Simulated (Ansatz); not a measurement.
# GaCuSe2: how the settings move a single-point run

Aim: see which settings change the result for GaCuSe2, by how much, and at what cost. The cell is built on a prototype (ordering on rocksalt) and needn't be the phase found in nature.

Computed with Ansatz 0.2.0 (reference: DFT, PBE, plane waves, PAW, unless a step's input says otherwise).

## (1) Starting point

Symmetry: P4/mmm, No. 123, tetragonal system. The conventional cell has a = 3.730 Å, b = 3.730 Å, c = 5.255 Å, α = 90.00°, β = 90.00°, γ = 90.00°. Cu (site symmetry 4/mmm) has 6 Se at 2.63 to 2.64 Å as nearest neighbours. Around Se (site symmetry 4/mmm) lie 2 Cu at 2.63 Å and 4 Ga at 2.64 Å. Ga (site symmetry 4/mmm) has 6 Se at 2.63 to 2.64 Å as nearest neighbours. Se (site symmetry 4/mmm) is surrounded by 2 Ga at 2.63 Å and 4 Cu at 2.64 Å.

Coordinates:

```
Cu Se Ga
1.0
     3.72957    0.00000    0.00000
     0.00000    3.72957    0.00000
     0.00000    0.00000    5.25456
Cu Se Ga
1 2 1
Cartesian
  0.0000 0.0000 0.0000
  0.0000 0.0000 2.6273
  1.8648 1.8648 0.0000
  1.8648 1.8648 2.6273
```

## (2) Baseline

Contents of input.yaml:

```yaml
crystal:
  lattice:
    - [3.7295715113, 0.0, 0.0]
    - [0.0, 3.7295715113, 0.0]
    - [0.0, 0.0, 5.2545561345]
  atoms:
    - { symbol: Cu, position: [0.0, 0.0, 0.0] }
    - { symbol: Se, position: [0.0, 0.0, 0.5] }
    - { symbol: Ga, position: [0.5, 0.5, 0.5] }
    - { symbol: Se, position: [0.5, 0.5, 0.0] }
kpoints:
  mp_grid: { grid: [6, 6, 4] }
hamiltonian:
  xc: pbe
scf:
  occupations: { method: fermi_dirac, width: 0.02 }
  n_extra_bands: 5
output:
  forces: true
  stress: true
  eigenvalues: true
```

Run with:

```sh
$ ansatz run input.yaml --threads 4 --pin off --max-ram 3686MiB --backend cpu --events-out ev --progress --plain --runs-dir out
```

## (3) The same system, input altered

Changes to input.yaml since step 2:

```diff
@@ -17,2 +17,3 @@
   n_extra_bands: 5
+  max_iter: 97
 output:
@@ -21 +22,4 @@
   eigenvalues: true
+magnetization:
+  spin_polarized: true
+  initial_magnetization: 0.5
```

## (5) Changed: mixing.ndim 1

Changes to input.yaml since step 2:

```diff
@@ -17,2 +17,4 @@
   n_extra_bands: 5
+  mixing: { ndim: 1 }
+  max_iter: 55
 output:
```

## (6) Variant: dr2_threshold 1.0e-12

Changes to input.yaml since step 2:

```diff
@@ -17,2 +17,4 @@
   n_extra_bands: 5
+  convergence: { dr2_threshold: 1.0e-12 }
+  max_iter: 78
 output:
```

## (7) Variant: ecutwfc 300

Changes to input.yaml since step 2:

```diff
@@ -21 +21,3 @@
   eigenvalues: true
+basis:
+  ecutwfc: 300
```

## (8) Changed: ecutwfc 350

Changes to input.yaml since step 2:

```diff
@@ -21 +21,3 @@
   eigenvalues: true
+basis:
+  ecutwfc: 350
```

## (9) A further run, with the input changed

Changes to input.yaml since step 2:

```diff
@@ -17,2 +17,3 @@
   n_extra_bands: 5
+  max_iter: 80
 output:
@@ -21 +22,4 @@
   eigenvalues: true
+magnetization:
+  spin_polarized: true
+  initial_magnetization: 6.0
```

(Steps that only read results are left out.)

Before running it: what results should come out? Wanted: for each run, ending; energy change; pressure; gap; force.

The runs gave:

| run | ending | energy change | pressure (GPa) | gap (eV) | force (eV/Å) | cycles | time |
| --- | --- | --- | --- | --- | --- | --- | --- |
| reference | converged | 0 | 2.2 | 0.00 | 0.00 | 7 | 2.2 s |
| 1: spin_polarized true, initial_magnetization 0.5 | converged | 0.0 meV/atom | 2.2 | 0.00 | 0.00 | 15 | 7.2 s |
| 2: mixing.ndim 1 | converged | 0.0 meV/atom | 2.2 | 0.00 | 0.00 | 19 | 3.4 s |
| 3: dr2_threshold 1.0e-12 | converged | 0.0 meV/atom | 2.2 | 0.00 | 0.00 | 13 | 3.3 s |
| 4: ecutwfc 300 | converged | +103.1 meV/atom | 2.5 | 0.00 | 0.00 | 8 | 1.5 s |
| 5: ecutwfc 350 | converged | +4.8 meV/atom | 2.2 | 0.00 | 0.00 | 7 | 1.7 s |
| 6: spin_polarized true, initial_magnetization 6.0 | converged | 0.0 meV/atom | 2.2 | 0.00 | 0.00 | 18 | 9.1 s |

Residual by cycle in the longest SCF loop of each run; runs are numbered as in the table. The quantity is the density residual dr2, in eV.

| cycle | reference | run 1 | run 2 | run 3 | run 4 | run 5 | run 6 |
| --- | --- | --- | --- | --- | --- | --- | --- |
| 1 | 0.00633 | 49.4 | 0.00633 | 0.00633 | 0.00773 | 0.00629 | 154 |
| 3 | 3.0e-4 | 1.96 | 9.8e-4 | 3.0e-4 | 0.00274 | 5.6e-4 | 0.82 |
| 4 | 1.3e-5 | 0.24 | 4.1e-4 | 1.3e-5 | 6.4e-5 | 2.9e-5 | 0.323 |
| 6 | 2.3e-7 | 0.0437 | 7.4e-5 | 2.3e-7 | 2.4e-6 | 1.5e-7 | 0.186 |
| 8 | - | 0.00192 | 1.4e-5 | 3.0e-9 | 2.8e-8 | - | 0.00224 |
| 9 | - | 0.00166 | 6.4e-6 | 1.0e-9 | - | - | 0.196 |
| 11 | - | 2.4e-5 | 1.3e-6 | 4.1e-12 | - | - | 3.3e-4 |
| 12 | - | 8.4e-6 | 6.3e-7 | 1.2e-12 | - | - | 1.2e-5 |
| 14 | - | 7.8e-8 | 1.4e-7 | - | - | - | 2.3e-6 |
| 16 | - | - | 3.2e-8 | - | - | - | 3.7e-8 |
| 17 | - | - | 1.5e-8 | - | - | - | 1.6e-9 |
| 19 | - | - | 3.7e-9 | - | - | - | - |

What this shows: Of the converged runs whose energies compare with the reference's, «ecutwfc 300» moves the energy most (+103.1 meV/atom). Runs 4 and 5 ran under the cutoff that the potentials recommend, as the log warns, so basis error is mixed into their values. Of the variants the dearest is «spin_polarized true, initial_magnetization 6.0» (9.1 s), the cheapest «ecutwfc 300» (1.5 s), on a shared host.
